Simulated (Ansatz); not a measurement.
MgAl₂O₄:
```
CELL_PARAMETERS angstrom
      0.00000     4.05254     4.05254
      4.05254     0.00000     4.05254
      4.05254     4.05254     0.00000
ATOMIC_POSITIONS crystal
  Mg 0.75000 0.75000 0.75000
  Mg 0.50000 0.50000 0.50000
  Al 0.62500 0.12500 0.12500
  Al 0.12500 0.12500 0.62500
  Al 0.12500 0.62500 0.12500
  Al 0.12500 0.12500 0.12500
  O  0.36145 0.36145 0.36145
  O  0.33435 0.88855 0.88855
  O  0.36145 0.36145 0.91565
  O  0.88855 0.33435 0.88855
  O  0.91565 0.36145 0.36145
  O  0.88855 0.88855 0.88855
  O  0.36145 0.91565 0.36145
  O  0.88855 0.88855 0.33435
```

This is the PBEsol-relaxed structure.

Task: All from the program Ansatz at the PBEsol level (PAW), unless another level is named. Give the zero-point energy.

Result: 85.4 meV/atom.

Task: Next, the Hill bulk and shear moduli?

Result: 190 and 98.2 GPa.

Space group Fd-3m (spinel). The PBEsol relaxation kept the symmetry of its start.

Potentials: the earlier of the program's two PAW sets. The files were generated under PBE; for other functionals the program regenerates the frozen cores, and for LDA and PBEsol the local potential too.
